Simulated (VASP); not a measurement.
Here is a VASP 6.6.1 calculation.

The input INCAR:

```
SYSTEM = TiB2
ALGO     = Fast           ! electronic algorithm
EDIFF    = 0.05           ! SCF threshold, eV
EDIFFG   = -0.002         ! ionic threshold
ENCUT    = 520            ! plane-wave cutoff, eV
GGA      = PE             ! functional
IBRION   = 2              ! ionic algorithm
ISIF     = 3              ! what is computed and relaxed
ISMEAR   = 0              ! smearing method
LASPH    = .True.         ! aspherical terms in the spheres
LCHARG   = .False.        ! write CHGCAR
LREAL    = .False.        ! projectors in reciprocal space
LWAVE    = .False.        ! write WAVECAR
NELM     = 100            ! most SCF steps
NSW      = 80             ! ionic steps
PREC     = Accurate       ! precision mode
SIGMA    = 0.1            ! smearing width, eV
```

File KPOINTS:

```
k-points
0
Gamma
  15 15 14
  0 0 0
```

Contents of POSCAR:

```
TiB2                                    
1.0
    3.0326541121     -0.0000000000      0.0000000000
   -1.5163270560      2.6263554988      0.0000000000
    0.0000000000     -0.0000000000      3.2247904415
  Ti              B             
     1     2
Direct
     0.0000000000000000    0.0000000000000000    0.0000000000000000
     0.3333333300000021    0.6666666699999979    0.5000000000000000
     0.6666666699999979    0.3333333300000021    0.5000000000000000
```

Potentials or basis: VASP PAW PBE potentials, release 64 (Ti_sv, B).

Command:

```bash
$ cat potpaw_PBE.64/Ti_sv/POTCAR potpaw_PBE.64/B/POTCAR > POTCAR
$ mpirun -np 1 vasp_std > vasp.out
```

Problem. Predict the band gap on the k mesh.

Solution. None (metal or under the smearing width).

Final structure:
```cif
data_structure
_symmetry_space_group_name_H-M 'P 1'
_symmetry_Int_Tables_number 1
_cell_length_a 3.0326
_cell_length_b 3.0326
_cell_length_c 3.2248
_cell_angle_alpha 90.000
_cell_angle_beta 90.000
_cell_angle_gamma 120.000
_cell_volume 25.68
loop_
_atom_site_label
_atom_site_type_symbol
_atom_site_fract_x
_atom_site_fract_y
_atom_site_fract_z
_atom_site_occupancy
Ti1 Ti 0.00000 0.00000 0.00000 1
B1 B 0.33333 0.66667 0.50000 1
B2 B 0.66667 0.33333 0.50000 1
```
